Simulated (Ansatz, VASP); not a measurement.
NiO2 in VASP and in Ansatz

```xyz
3
Lattice="2.7708 0.0000 0.0000 -1.3854 2.3996 0.0000 0.0000 0.0000 4.3476" Properties=species:S:1:pos:R:3 pbc="T T T"
Ni    0.0000    0.0000    2.1738
O     1.3854    0.7999    3.1125
O     0.0000    1.5997    1.2352
```

Alike in both runs: functional r2SCAN; k mesh 12 × 12 × 6; occupations gaussian, width 0.02 eV; no spin polarisation.

Ansatz relaxed the structure, and its values are those at the end. VASP's run is a single point on that final structure, the one shown.

|  | VASP | Ansatz |
| --- | --- | --- |
| version | VASP 6.6.1 | Ansatz 0.2.0 |
| potentials or method | VASP PAW PBE potentials, release 64 (Ni, O) | scalar-relativistic, plane waves, PAW |
| plane-wave cutoff (eV) | 520 | 500 |
| valence electrons in the cell | 22 | 30 |

Ansatz gave:

```
gap on the k mesh at the Fermi level (eV) : 1.36
least direct gap on the mesh (eV)         : 1.54
pressure (GPa)                            : 1.9
rms of the force components (eV/Å)        : 0.001
```

**Question.** Which values does VASP return?

**Answer.** gap on the k mesh at the Fermi level (eV): 1.29; least direct gap on the mesh (eV): 1.47; pressure (GPa): 3.6; rms of the force components (eV/Å): 0.068.

The functional is the same, so the differences come from potentials, cutoffs and numerics. The two sets of potentials don't hold the same shells in valence.

Caveats: the PAW data sets were made with another functional, which shifts forces and pressure a little (VASP). Spin polarisation is off, so any magnetic state and its effect on volume and gap are missing. r2SCAN opens gaps a little over a GGA but as a rule still falls short of measured ones.
